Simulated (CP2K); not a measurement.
Here is a CP2K 2026.2 calculation.

Contents of tio2_bands.inp:

```
&GLOBAL
  PROJECT tio2_bands
  RUN_TYPE ENERGY_FORCE
  PRINT_LEVEL LOW
&END GLOBAL
&FORCE_EVAL
  METHOD QS
  STRESS_TENSOR ANALYTICAL
  &DFT
    BASIS_SET_FILE_NAME BASIS_MOLOPT_UZH
    POTENTIAL_FILE_NAME GTH_POTENTIALS
    &MGRID
      CUTOFF 600
      REL_CUTOFF 60
      NGRIDS 5
    &END MGRID
    &QS
      METHOD GPW
      EPS_DEFAULT 1.0E-10
    &END QS
    &KPOINTS
      SCHEME MONKHORST-PACK 6 6 9
      GAMMA_CENTERED T
      SYMMETRY T
      SYMMETRY_BACKEND SPGLIB
    &END KPOINTS
    &SCF
      SCF_GUESS ATOMIC
      EPS_SCF 1.0E-6
      MAX_SCF 100
      ADDED_MOS 24
      CHOLESKY OFF
      EPS_EIGVAL 1.0E-7
      &DIAGONALIZATION ON
        ALGORITHM STANDARD
      &END DIAGONALIZATION
      &MIXING ON
        METHOD BROYDEN_MIXING
        ALPHA 0.4
        BETA 1.5
        NBUFFER 8
      &END MIXING
      &SMEAR ON
        METHOD FERMI_DIRAC
        ELECTRONIC_TEMPERATURE [K] 300.557
      &END SMEAR
    &END SCF
    &XC
      &XC_FUNCTIONAL
        &LDA_X
        &END LDA_X
        &LDA_C_PW
        &END LDA_C_PW
      &END XC_FUNCTIONAL
    &END XC
    &PRINT
      &KPOINTS ON
      &END KPOINTS
      &MULLIKEN ON
      &END MULLIKEN
      &MO ON
        ENERGIES T
        OCCUPATION_NUMBERS T
        &EACH
          QS_SCF 0
        &END EACH
        ADD_LAST NUMERIC
      &END MO
      &BAND_STRUCTURE
        FILE_NAME bands.bs
        ADDED_MOS 6
        &KPOINT_SET
          UNITS B_VECTOR
          NPOINTS 10
          SPECIAL_POINT GAMMA 0.00000000 0.00000000 0.00000000
          SPECIAL_POINT X 0.00000000 0.50000000 0.00000000
          SPECIAL_POINT M 0.50000000 0.50000000 0.00000000
          SPECIAL_POINT GAMMA 0.00000000 0.00000000 0.00000000
          SPECIAL_POINT Z 0.00000000 0.00000000 0.50000000
          SPECIAL_POINT R 0.00000000 0.50000000 0.50000000
          SPECIAL_POINT A 0.50000000 0.50000000 0.50000000
          SPECIAL_POINT Z 0.00000000 0.00000000 0.50000000
        &END KPOINT_SET
        &KPOINT_SET
          UNITS B_VECTOR
          NPOINTS 10
          SPECIAL_POINT X 0.00000000 0.50000000 0.00000000
          SPECIAL_POINT R 0.00000000 0.50000000 0.50000000
        &END KPOINT_SET
        &KPOINT_SET
          UNITS B_VECTOR
          NPOINTS 10
          SPECIAL_POINT M 0.50000000 0.50000000 0.00000000
          SPECIAL_POINT A 0.50000000 0.50000000 0.50000000
        &END KPOINT_SET
      &END BAND_STRUCTURE
    &END PRINT
  &END DFT
  &SUBSYS
    &CELL
      ABC 4.5998373239 4.5998373239 2.9592135600
      ALPHA_BETA_GAMMA 90.0000000000 90.0000000000 90.0000000000
      PERIODIC XYZ
    &END CELL
    &COORD
      SCALED
      Ti  0.0000000000 0.0000000000 0.5000000000
      Ti  0.5000000000 0.5000000000 0.0000000000
      O   0.3043213200 0.3043213200 0.5000000000
      O   0.1956786800 0.8043213200 0.0000000000
      O   0.8043213200 0.1956786800 0.0000000000
      O   0.6956786800 0.6956786800 0.5000000000
    &END COORD
    &KIND Ti
      BASIS_SET TZVP-MOLOPT-PBE-GTH-q12
      POTENTIAL GTH-PADE-q12
    &END KIND
    &KIND O
      BASIS_SET TZVP-MOLOPT-PBE-GTH-q6
      POTENTIAL GTH-PADE-q6
    &END KIND
    &PRINT
      &ATOMIC_COORDINATES ON
      &END ATOMIC_COORDINATES
      &CELL ON
      &END CELL
      &SYMMETRY ON
      &END SYMMETRY
    &END PRINT
  &END SUBSYS
  &PRINT
    &FORCES ON
    &END FORCES
    &STRESS_TENSOR ON
    &END STRESS_TENSOR
  &END PRINT
&END FORCE_EVAL
```

Potentials or basis: GTH_POTENTIALS Ti GTH-PADE-q12, O GTH-PADE-q6; TZVP-MOLOPT-PBE-GTH basis.

Command:

```sh
$ OMP_NUM_THREADS=2 cp2k.psmp -i tio2_bands.inp -o tio2_bands.out
```

(1) Estimate the band gap along the path.

(2) Predict the band gap on the k mesh.

(3) Predict the largest force.

(4) Predict the Mulliken charges.

## Answers

(1) 1.74 eV, direct.

(2) 1.74 eV, direct.

(3) 0.162 eV/Å.

(4) Ti +1.40; O -0.70 e.

Caveat: the basis of atomic orbitals isn't converged, which shifts pressures, moduli and gaps.

**Measured values to compare with.**

“Shallow Valence Band of Rutile GeO2 and P-type Doping”, 2020, arxiv:2011.08928 quotes, for a bulk crystal of TiO2 at 1.6 K: band gap 3.03 eV (direct).

A measured gap of TiO2 is 3.03 eV (direct; 1.6 K; quoted in “Shallow Valence Band of Rutile GeO2 and P-type Doping”, 2020, arxiv:2011.08928); the calculated 1.74 eV misses it by -1.29 eV. 2 values of this kind are on record in papers (3.03 to 3.05 eV); this one was drawn at random among those near their median. The value is that of LDA in an atomic basis (GTH_POTENTIALS Ti GTH-PADE-q12, O GTH-PADE-q6; TZVP-MOLOPT-PBE-GTH basis), whose error adds to the functional's,, without temperature or zero-point motion. Semilocal functionals fall short of measured gaps as a rule. The cell is a database's relaxed one, not the measured one, which moves gaps too.
